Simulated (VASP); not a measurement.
A calculation with VASP 6.6.1 of MnO (native input, structure from a POSCAR):

File INCAR:

```
ALGO = Normal
EDIFF = 1E-7
ENCUT = 520
GGA = PS
ISIF = 2
ISMEAR = 0
ISPIN = 2
LASPH = T
LCHARG = F
LMAXMIX = 4
LORBIT = 11
LREAL = F
LWAVE = F
MAGMOM = 4 4 0 0
NBANDS = 31
NELM = 150
PREC = Accurate
SIGMA = 0.02
```

Contents of KPOINTS:

```
k-points
0
Gamma
  9 9 5
```

The input POSCAR:

```
MnO
3.3717
    1.000000000000      0.000000000000      0.000000000000
   -0.500000000000      0.866025403773      0.000000000000
    0.000000000000      0.000000000000      1.597265474390
Mn O
2 2
Direct
    0.6666666667      0.3333333333      0.5109600000
    0.3333333333      0.6666666667      0.0109600000
    0.6666666667      0.3333333333      0.8754700000
    0.3333333333      0.6666666667      0.3754700000
```

Potentials or basis: VASP PAW PBE potentials, release 64 (Mn_pv, O).

The run is started by

```bash
$ cat potpaw_PBE.64/Mn_pv/POTCAR potpaw_PBE.64/O/POTCAR > POTCAR
$ mpirun -np 1 vasp_std > vasp.out
```

Measurements of this composition are mostly on another form, of space group No. 225.

Task: Write the same calculation in another form: ASE script, structure from a P1 CIF.

Result: As run:

Contents of run.py:

```python
from ase.calculators.vasp import Vasp
from ase.dft.bandgap import bandgap
from ase.io import read

atoms = read('MnO.cif')
atoms.set_initial_magnetic_moments([4.0, 4.0, 0.0, 0.0])
calc = Vasp(
    directory='calc',
    xc='pbesol',
    pp='PBE',
    setups='recommended',
    prec='Accurate',
    encut=520,
    ediff=1e-07,
    ismear=0,
    sigma=0.02,
    lreal=False,
    lasph=True,
    nelm=120,
    algo='Fast',
    isif=2,
    lwave=False,
    lcharg=False,
    ispin=2,
    lorbit=11,
    lmaxmix=4,
    kpts=[9, 9, 5],
    gamma=True,
)
atoms.calc = calc

print('energy (eV):', atoms.get_potential_energy())
print('free energy (eV):', atoms.get_potential_energy(force_consistent=True))
print('forces (eV/A):')
print(atoms.get_forces())
print('stress (eV/A^3, Voigt):', atoms.get_stress())
print('Fermi level (eV):', calc.get_fermi_level())
print('moment (muB):', atoms.get_magnetic_moment())
print('site moments (muB):', atoms.get_magnetic_moments())
gap, top, bottom = bandgap(calc)
print('band gap (eV):', gap, 'from (spin, k, band)', top, 'to', bottom)
```

MnO.cif

```cif
data_MnO
_cell_length_a 3.37170000
_cell_length_b 3.37170000
_cell_length_c 5.38550000
_cell_angle_alpha 90.00000000
_cell_angle_beta 90.00000000
_cell_angle_gamma 120.00000000
_space_group_name_H-M_alt 'P1'
_space_group_name_Hall 'P 1'
_space_group_IT_number 1
loop_
_space_group_symop_operation_xyz
'x,y,z'
loop_
_atom_site_label
_atom_site_type_symbol
_atom_site_symmetry_multiplicity
_atom_site_Wyckoff_symbol
_atom_site_fract_x
_atom_site_fract_y
_atom_site_fract_z
_atom_site_occupancy
Mn1 Mn 1 a 0.6666666667 0.3333333333 0.5109600000 1
Mn2 Mn 1 a 0.3333333333 0.6666666667 0.0109600000 1
O1 O 1 a 0.6666666667 0.3333333333 0.8754700000 1
O2 O 1 a 0.3333333333 0.6666666667 0.3754700000 1
```

Potentials or basis: VASP PAW PBE potentials, release 64 (Mn_pv, O).

The run is started by

```console
$ python run.py
```

Both were run:

|  | native input, structure from a POSCAR | ASE script, structure from a P1 CIF |
| --- | --- | --- |
| Pressure | 1.3 GPa | 1.3 GPa |
| Largest force | 0.604 eV/Å | 0.604 eV/Å |
| Band gap on the k mesh | none (metal or under the smearing width) | none (metal or under the smearing width) |
| Net moment | 10.00 μB per cell | 10.00 μB per cell |
| Site moments | Mn +4.40; O +0.20 μB | Mn +4.40; O +0.20 μB |
| Valence electrons inside the program's atomic spheres | Mn 11.43; O 4.99 | Mn 11.43; O 4.99 |

Keys that steer only the numerical path or the files written may differ.

Caveat: the PAW data sets were made with another functional, which shifts forces and pressure a little; semilocal functionals often make such compounds metallic where correlation or magnetic order opens a gap, which also shifts bond lengths; only a ferromagnetic start was run, and an antiferromagnetic order may lie lower in energy.
